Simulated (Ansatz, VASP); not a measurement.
One calculation of Pb, two programs

```xyz
1
Lattice="0.0000 2.4750 2.4750 2.4750 0.0000 2.4750 2.4750 2.4750 0.0000" Properties=species:S:1:pos:R:3 pbc="T T T"
Pb    0.0000    0.0000    0.0000
```

Alike in both runs: task relaxation of cell and atoms; functional RPBE; k mesh 9 × 9 × 9; occupations fermi-dirac, width 0.05 eV; no spin polarisation.

|  | VASP | Ansatz |
| --- | --- | --- |
| version | VASP 6.6.1 | Ansatz 0.2.0 |
| potentials or method | VASP PAW PBE potentials, release 64 (Pb_d) | Ansatz PAW |
| plane-wave cutoff (eV) | 600 | 420 |
| valence electrons in the cell | 14 | 14 |

Ansatz gave:

| Quantity | Value |
| --- | --- |
| gap on the k mesh at the Fermi level, each at its own relaxed structure (eV) | none |
| relaxed volume (Å³/atom) | 33.12 |
| relaxed cell length with the largest relative difference (Å) | 3.605 |
| energy change over the relaxation (meV/atom) | -31 |

Question: What did VASP give for the same quantities?

Answer: gap on the k mesh at the Fermi level, each at its own relaxed structure (eV): none; relaxed volume (Å³/atom): 33.08; relaxed cell length with the largest relative difference (Å): 3.603; energy change over the relaxation (meV/atom): -31.

A gap of «none» marks a metal or a gap that the smearing closes.

Caveats: the PAW data sets were made with another functional, which shifts forces and pressure a little (VASP); the plane-wave basis is chosen anew once the cell has moved, so the energies of steps on either side of that aren't comparable (Ansatz); the PAW data sets come from PBE, with cores solved anew for the run's functional, which leaves a small shift of forces and pressure (Ansatz). The runs have no spin-orbit coupling, so splittings on Pb are missing. Zero-point motion and thermal expansion aren't in these numbers.
